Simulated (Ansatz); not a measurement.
The system is Cu2O (Cuprite).

```
CELL_PARAMETERS angstrom
4.26000 0.00000 0.00000
0.00000 4.26000 0.00000
0.00000 0.00000 4.26000
ATOMIC_POSITIONS crystal
Cu 0.75000 0.25000 0.75000
Cu 0.75000 0.75000 0.25000
Cu 0.25000 0.75000 0.75000
Cu 0.25000 0.25000 0.25000
O 0.50000 0.50000 0.50000
O 0.00000 0.00000 0.00000
```

Base run:

- Program: Ansatz 0.2.0
- Functional: PBE
- Potentials or basis: Ansatz PAW
- Cutoff: 420 eV (not typed: the program's choice for these potentials)
- k mesh: 6 × 6 × 6
- Occupations: fermi-dirac, width 0.05 eV
- Spin: no spin polarisation

Its results: band gap on the k mesh 0.53 eV, direct; pressure 3.2 GPa.

Task: The run is repeated on the same cell with these changes: potentials or basis from Ansatz PAW to SPMS NC; cutoff from 420 eV (not typed: the program's choice for these potentials) to 1034 eV (not typed: the program's choice for these potentials). What comes out?

Result: Band gap on the k mesh 0.47 eV, direct; pressure 3.6 GPa.
